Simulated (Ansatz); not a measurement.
Tl in Ansatz: convergence with k mesh

Input of the first run (k mesh 3 × 3 × 3); the others differ in this setting and in those tied to it:

The input input.yaml:

```yaml
crystal:
  lattice:
    - [-1.9559951735, 1.9559951735, 1.9559951735]
    - [1.9559951735, -1.9559951735, 1.9559951735]
    - [1.9559951735, 1.9559951735, -1.9559951735]
  atoms:
    - { symbol: Tl, position: [0.0, 0.0, 0.0] }
hamiltonian:
  xc: r2scan
  pseudopotentials: { kind: nc_fr, accuracy: standard }
magnetization:
  noncollinear: true
  spin_orbit: true
kpoints:
  mp_grid: { grid: [3, 3, 3] }
scf:
  occupations: { method: gaussian, width: 0.1 }
output:
  forces: true
  stress: true
  eigenvalues: true
```

Potentials or basis: PseudoDojo standard (PBE files).

The run is started by

```sh
$ ansatz run input.yaml --threads 2 --pin off --max-ram 5632MiB --backend cpu --events-out ev --progress --plain --runs-dir out
```

This isn't the form of Tl at room conditions, which is hcp.

Hardware: 2 threads of Intel(R) Xeon(R) Processor @ 2.50GHz (Skylake/Cascade Lake) (shared host).

Problem. The values tried are 3 × 3 × 3, 4 × 4 × 4, 5 × 5 × 5, 6 × 6 × 6, 7 × 7 × 7, 9 × 9 × 9, 11 × 11 × 11, 13 × 13 × 13, 16 × 16 × 16, loosest first. From which on does the pressure stay within 0.1 GPa of the tightest run that finished?

Solution. From 13 × 13 × 13 on.

```
      k mesh  energy less the tightest run, at zero smearing (meV/atom)  pressure (GPa)  SCF cycles  CPU time (s)  peak memory (GiB)
   3 × 3 × 3                                                     579.48           -1.57           6           8.9               0.46
   4 × 4 × 4                                                      72.04           -0.12           6            11               0.47
   5 × 5 × 5                                                      31.73           -0.89           6            12               0.47
   6 × 6 × 6                                                       1.59           -0.74           5            13               0.49
   7 × 7 × 7                                                      32.69           -1.20           6            17               0.51
   9 × 9 × 9                                                      -3.03           -1.03           6            23               0.56
11 × 11 × 11                                                       3.64           -1.17           6            33               0.59
13 × 13 × 13                                                       1.48           -1.01           6            49               0.65
16 × 16 × 16                                                       0.00           -1.05           6            82               0.74
```

Not settled before the last step: the energy (to 1 meV/atom). Meshes of other sizes hit other points, so gaps and Fermi surfaces needn't settle smoothly. The tightest run that finished is the yardstick and may itself not be fully converged.

Caveat, for the tightest run too: the meta-GGA runs on potentials made for a GGA; the potentials were made for another functional, which shifts forces and pressure.
